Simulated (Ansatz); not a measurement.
# Rh (bcc type): the cost of one run

Computed with Ansatz 0.2.0 (DFT PBE, with the methods named in each step, unless a step's input says otherwise).

**1. The starting structure**

It takes space group Im-3m (No. 229, cubic). Conventional cell: a = 3.070 Å, b = 3.070 Å, c = 3.070 Å, α = 90.00°, β = 90.00°, γ = 90.00°. Rh (site symmetry m-3m) is surrounded by 8 Rh at 2.66 Å.

As a file:

```cif
data_structure
_symmetry_space_group_name_H-M 'Im-3m'
_symmetry_Int_Tables_number 229
_cell_length_a 3.0701
_cell_length_b 3.0701
_cell_length_c 3.0701
_cell_angle_alpha 90.000
_cell_angle_beta 90.000
_cell_angle_gamma 90.000
_cell_volume 28.94
loop_
_atom_site_label
_atom_site_type_symbol
_atom_site_symmetry_multiplicity
_atom_site_Wyckoff_symbol
_atom_site_fract_x
_atom_site_fract_y
_atom_site_fract_z
_atom_site_occupancy
Rh1 Rh 2 a 0.00000 0.00000 0.00000 1
```

The file gives the conventional cell by its symmetry; the runs use the cell typed in the input.

Atoms are numbered in the order of the input: Rh1, Rh2.

**2. Bulk in the slab's orientation, LAPW**

input.yaml

```yaml
crystal:
  lattice:
    - [-1.5350630296, 1.5350630296, 1.5350630296]
    - [1.5350630296, -1.5350630296, 1.5350630296]
    - [3.0701260592, 3.0701260592, 0.0]
  atoms:
    - { symbol: Rh, position: [0.0, 0.0, 0.0] }
    - { symbol: Rh, position: [0.5, 0.5, 0.5] }
kpoints:
  mp_grid: { grid: [13, 13, 8] }
scf:
  occupations: { method: fermi_dirac, width: 0.05 }
hamiltonian:
  xc: pbe
  pseudopotentials: { kind: all_electron, lapw: { basis_error: 0.001 } }
output:
  forces: true
  stress: true
  eigenvalues: true
```

Started as:

```console
> ansatz run input.yaml --threads 1 --pin off --max-ram 3584MiB --backend cpu --events-out ev --progress --plain --runs-dir out
```

**Question.** How long does this run take on 1 thread of Intel Xeon Platinum 8488C (Sapphire Rapids), shared host, and how much memory does it need?

About 57 s, with a peak of 0.79 GiB.
